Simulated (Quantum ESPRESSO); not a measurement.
The system is Al.

```
Al
1.0
     0.00000    2.02481    2.02481
     2.02481    0.00000    2.02481
     2.02481    2.02481    0.00000
Al
1
Direct
  0.00000 0.00000 0.00000
```

| Quantity | Value |
| --- | --- |
| Program | Quantum ESPRESSO 7.5 |
| Task | phonon dispersion |
| Functional | PBE |
| Potentials or basis | PseudoDojo 0.4.1 SR PBE standard |
| Cutoff | 544 eV |
| Density cutoff | 2177 eV |
| k mesh | 12 × 12 × 12 |
| Occupations | methfessel-paxton, width 0.136 eV |
| Spin | no spin polarisation |
| Mixing beta | 0.5 |
| Most SCF iterations | 120 |
| SCF threshold | 2e-10 Ry |
| q mesh | 4 × 4 × 4 |

The cell and the atoms were relaxed first, to 16.49 Å³/atom (a = 2.857 Å, b = 2.857 Å, c = 2.857 Å, α = 60.00°, β = 60.00°, γ = 60.00°), and the response was taken there.

Q: What are the zero-point energy, and the vibrational entropy and heat capacity at 298.15 K?

A: Zero-point energy 38.7 meV/atom; entropy 3.27 k_B/atom (27.2 J/(K·mol of atoms)); Cv 2.74 k_B/atom, 91 % of the classical limit. These are harmonic values without the electrons' part.

Phonon frequencies at the corners of the path (cm⁻¹, interpolated; i marks imaginary ones):
```csv
point,frequencies
Γ,0 0 0
X,194 194 349
W,214 266 266
K,181 263 298
L,142 142 272
U,181 263 298
```

Harmonic thermodynamics per atom at this volume (zero-point energy 38.7 meV, Debye temperature from the second moment 403 K):
```
 T (K)  free energy (meV)  entropy (k_B)  heat capacity Cv (k_B)
    50               38.5           0.14                    0.44
   100               36.6           0.80                    1.53
   200               23.4           2.22                    2.48
298.15               -0.1           3.27                    2.74
   500              -70.7           4.74                    2.90
   800             -212.4           6.12                    2.96
```

Phonon states per cell in windows of 20 cm⁻¹ (negative: imaginary):
| from (cm⁻¹) | total |
| --- | --- |
| 0 | 0.00 |
| 20 | 0.00 |
| 40 | 0.01 |
| 60 | 0.03 |
| 80 | 0.05 |
| 100 | 0.09 |
| 120 | 0.17 |
| 140 | 0.34 |
| 160 | 0.43 |
| 180 | 0.43 |
| 200 | 0.24 |
| 220 | 0.20 |
| 240 | 0.20 |
| 260 | 0.20 |
| 280 | 0.46 |
| 300 | 0.11 |
| 320 | 0.05 |
| 340 | 0.01 |
